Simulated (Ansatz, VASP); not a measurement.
## SnSe2 in VASP and in Ansatz

The input INCAR:

```
  ALGO = Normal
  EDIFF = 1E-6
  ENCUT = 520
  GGA = PS
  ISIF = 2
  ISMEAR = 1
  LASPH = T
  LCHARG = T
  LELF = T
  LREAL = F
  LVHAR = T
  LWAVE = F
  NBANDS = 20
  NELM = 100
  PREC = Accurate
  SIGMA = 0.5
```

KPOINTS

```
k-points
0
Gamma
  4 4 4
```

File POSCAR:

```
SnSe2
1.0
    0.0000000000      3.4068553633      3.4068553633
    3.4068553633      0.0000000000      3.4068553633
    3.4068553633      3.4068553633      0.0000000000
Sn Se
1 2
Direct
    0.0000000000      0.0000000000      0.0000000000
    0.2500000000      0.2500000000      0.2500000000
    0.7500000000      0.7500000000      0.7500000000
```

Input for Ansatz:

```yaml
crystal:
  lattice:
    - [0.0, 3.4068553633, 3.4068553633]
    - [3.4068553633, 0.0, 3.4068553633]
    - [3.4068553633, 3.4068553633, 0.0]
  atoms:
    - { symbol: Sn, position: [0.0, 0.0, 0.0] }
    - { symbol: Se, position: [0.25, 0.25, 0.25] }
    - { symbol: Se, position: [0.75, 0.75, 0.75] }
kpoints:
  mp_grid: { grid: [4, 4, 4] }
hamiltonian:
  xc: pbesol
scf:
  occupations: { method: cold, width: 0.5 }
  n_extra_bands: 4
output:
  forces: true
  stress: true
  eigenvalues: true
```

Alike in both runs: task single point; functional PBEsol; k mesh 4 × 4 × 4; no spin polarisation.

|  | VASP | Ansatz |
| --- | --- | --- |
| version | VASP 6.6.1 | Ansatz 0.2.0 |
| potentials or method | VASP PAW PBE potentials, release 64 (Sn_d, Se) | plane waves |
| plane-wave cutoff (eV) | 520 | 420 |
| occupations | methfessel-paxton of order 1, width 0.5 eV | cold, width 0.5 eV |
| valence electrons in the cell | 26 | 46 |

|  | VASP | Ansatz | Ansatz less VASP |
| --- | --- | --- | --- |
| pressure (GPa) | -1.2 | -1.2 | -0.03 |

The two sets of potentials don't hold the same shells in valence.

Caveats: the k mesh is coarse (spacing up to 0.40 Å⁻¹), so the values aren't converged; the PAW data sets were made with another functional, which shifts forces and pressure a little (VASP).
